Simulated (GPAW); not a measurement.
A run of GPAW 26.7.0 is set up as follows.

Contents of run.py:

```python
from ase.eos import EquationOfState
from ase.io import Trajectory, read
from ase.units import GPa
from gpaw import GPAW, PW

atoms = read('Bi.cif')

traj = Trajectory('eos.traj', 'w')
volumes, energies = [], []
for x in [0.94, 0.96, 0.98, 1.0, 1.02, 1.04, 1.06]:
    a = atoms.copy()
    a.set_cell(atoms.cell * x**(1 / 3), scale_atoms=True)
    calc = GPAW(mode=PW(600),
                xc={'name': 'vdW-DF-cx', 'backend': 'libvdwxc'},
                kpts={'size': (9, 9, 9), 'gamma': True},
                occupations={'name': 'fermi-dirac', 'width': 0.05},
                nbands=15,
                convergence={'density': 1e-05, 'energy': 1e-05},
                maxiter=150,
                txt=f'eos-{x:.2f}.txt')
    a.calc = calc
    energies.append(a.get_potential_energy(force_consistent=True))
    volumes.append(a.get_volume())
    calc.write(f'eos-{x:.2f}.gpw')
    traj.write(a)
    print(f'{x:.2f} {volumes[-1]:10.4f} A^3 {energies[-1]:14.6f} eV', flush=True)

v0, e0, B = EquationOfState(volumes, energies, eos='birchmurnaghan').fit()
print(f'V0 = {v0:.4f} A^3, E0 = {e0:.6f} eV, B0 = {B / GPa:.2f} GPa')
```

File Bi.cif:

```cif
data_Bi
_cell_length_a 3.43193835
_cell_length_b 3.43193835
_cell_length_c 3.43193835
_cell_angle_alpha 109.47122063
_cell_angle_beta 109.47122063
_cell_angle_gamma 109.47122063
_space_group_name_H-M_alt 'P1'
_space_group_name_Hall 'P 1'
_space_group_IT_number 1
loop_
_space_group_symop_operation_xyz
'x,y,z'
loop_
_atom_site_label
_atom_site_type_symbol
_atom_site_symmetry_multiplicity
_atom_site_Wyckoff_symbol
_atom_site_fract_x
_atom_site_fract_y
_atom_site_fract_z
_atom_site_occupancy
Bi1 Bi 1 a 0.0000000000 0.0000000000 0.0000000000 1
```

Potentials or basis: GPAW PAW data sets (gpaw-data 1.2.1), pw.

Launch:

```console
$ OMP_NUM_THREADS=1 python run.py
```

Task: Estimate the bulk modulus.

Result: 58 GPa.

Task: Predict the pressure derivative of the bulk modulus.

Result: 3.6.

Task: Predict the equilibrium volume.

Result: 30.57 Å³/atom.

Energy against volume, from the lowest point:
| volume (Å³/atom) | energy (meV/atom) |
| --- | --- |
| 29.250 | 10.85 |
| 29.872 | 2.84 |
| 30.495 | 0.00 |
| 31.117 | 1.63 |
| 31.739 | 7.53 |
| 32.362 | 17.27 |
| 32.984 | 30.44 |

Caveat: the PAW data sets were made with another functional, which shifts forces and pressure a little.
